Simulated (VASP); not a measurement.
A run of VASP 6.6.1 is set up as follows.

The input INCAR:

```
SYSTEM = NbC
PREC = Accurate
ENCUT = 600
EDIFF = 1E-6
ISMEAR = 1
SIGMA = 0.1
LREAL = .FALSE.
LASPH = .TRUE.
NELM = 80
ALGO = Normal
ISIF = 3
LWAVE = .FALSE.
LCHARG = .FALSE.
GGA = PE
IBRION = 2
NSW = 90
EDIFFG = -0.01
```

Contents of KPOINTS:

```
regular mesh
0
G
  14 14 14
  0 0 0
```

The input POSCAR:

```
NbC
1.0
    0.0000000000      2.2345500000      2.2345500000
    2.2345500000      0.0000000000      2.2345500000
    2.2345500000      2.2345500000      0.0000000000
Nb C
1 1
Direct
    0.0000000000      0.0000000000      0.0000000000
    0.5000000000      0.5000000000      0.5000000000
```

Potentials or basis: VASP PAW PBE potentials, release 64 (Nb_sv, C).

Launch:

```console
$ cat potpaw_PBE.64/Nb_sv/POTCAR potpaw_PBE.64/C/POTCAR > POTCAR
$ mpirun -np 1 vasp_std > vasp.out
```

Estimate the band gap on the k mesh.

none (metal or under the smearing width).

Predict the relaxed cell.

a = 3.169 Å, b = 3.169 Å, c = 3.169 Å, α = 60.00°, β = 60.00°, γ = 60.00°.

Estimate the relaxed volume.

11.26 Å³/atom.

The path:
| step | energy change (eV) | largest force (eV/Å) | pressure (GPa) | volume (Å³) |
| --- | --- | --- | --- | --- |
| 1 | 0.0000 | 0.0000 | 2.62 | 22.32 |
| 2 | 0.0048 | 0.0000 | -5.08 | 22.91 |
| 3 | -0.0016 | 0.0000 | 0.01 | 22.51 |

PBE usually gives volumes a little too large and moduli too small. Zero-point motion and thermal expansion aren't in these numbers.
